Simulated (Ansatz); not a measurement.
Ti:

```
Ti
1.0
     4.56737    0.00000    0.00000
    -2.28369    3.95546    0.00000
     0.00000    0.00000    2.82624
Ti
3
Cartesian
  2.2837 1.3185 1.4131
  0.0000 2.6370 1.4131
  0.0000 0.0000 0.0000
```

This isn't the form of Ti at room conditions, which is hcp.

```yaml
Program: Ansatz 0.2.0
Task: relaxation of cell and atoms
Functional: revPBE
Dispersion: D3(BJ)
Potentials_or_basis: Ansatz PAW
Cutoff: "420 eV (not typed: the program's choice for these potentials)"
k_mesh: 7 × 7 × 9
Occupations: fermi-dirac, width 0.05 eV
Spin: no spin polarisation
```

At the start: volume 17.02 Å³/atom.

Q: Where does the relaxation end?

A: It ends after 6 steps and the volume is 15.80 Å³/atom (-7.2 %); space group P6/mmm (No. 191, to 0.05 Å).

The path:
| step | energy change (eV) | largest force (eV/Å) | volume (Å³) |
| --- | --- | --- | --- |
| 1 | 0.0000 | 0.0000 | 51.06 |
| 2 | -0.0450 | 0.0000 | 45.06 |
| 3 | -0.0983 | 0.0000 | 47.65 |
| 4 | -0.0989 | 0.0000 | 47.42 |
| 5 | -0.0989 | 0.0000 | 47.40 |
| 6 | -0.0979 | 0.0000 | 47.40 |

Final structure:
```
CELL_PARAMETERS angstrom
4.45344 0.00000 0.00000
-2.22672 3.85679 0.00000
0.00000 0.00000 2.75991
ATOMIC_POSITIONS crystal
Ti 0.66667 0.33333 0.50000
Ti 0.33333 0.66667 0.50000
Ti 0.00000 0.00000 0.00000
```

Caveat: the plane-wave basis is chosen anew once the cell has moved, so the energies of steps on either side of that aren't comparable; pairwise dispersion overbinds metals, which lowers pressure and volume; the PAW data sets come from PBE, with cores solved anew for the run's functional, which leaves a small shift of forces and pressure.
